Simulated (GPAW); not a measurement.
Crystal: InSe.

```xyz
8
Lattice="4.0473 0.0000 0.0000 -2.0237 3.5051 0.0000 0.0000 0.0000 18.0521" Properties=species:S:1:pos:R:3 pbc="T T T"
In    0.0000    2.3367    1.3971
In    0.0000    2.3367   16.6550
In    0.0000    0.0000    7.6289
In    0.0000    0.0000   10.4231
Se    0.0000    2.3367    6.3721
Se    0.0000    2.3367   11.6800
Se    2.0237    1.1684    2.6537
Se    2.0237    1.1684   15.3984
```

Measurements of this composition are mostly on another form, of space group No. 160.

Base run:

```yaml
Program: GPAW 26.7.0
Functional: PBEsol
Potentials_or_basis: PAW data sets generated in the run's folder for this functional
Cutoff: 450 eV
Basis: pw
k_mesh: 6 × 6 × 1
Occupations: fermi-dirac, width 0.05 eV
Spin: no spin polarisation
```

Its results: band gap on the k mesh 0.63 eV, direct; pressure -1.9 GPa; largest force 0.085 eV/Å.

**Question.** The run is repeated on the same cell with these changes: functional from PBEsol to LDA; potentials or basis from PAW data sets generated in the run's folder for this functional to the program's PAW data sets (release 1.2.1) made for this functional. What comes out?

**Answer.** Band gap on the k mesh 0.49 eV, direct; pressure -3.4 GPa; largest force 0.175 eV/Å.

Caveats: the cutoff is short for stress and forces, so pressures can be off by a GPa or more; spin-orbit coupling is left out, which moves the levels of the heavy elements; this functional lacks dispersion, which binds the layers, so the pressure and a relaxed spacing across them are unreliable (some runs).

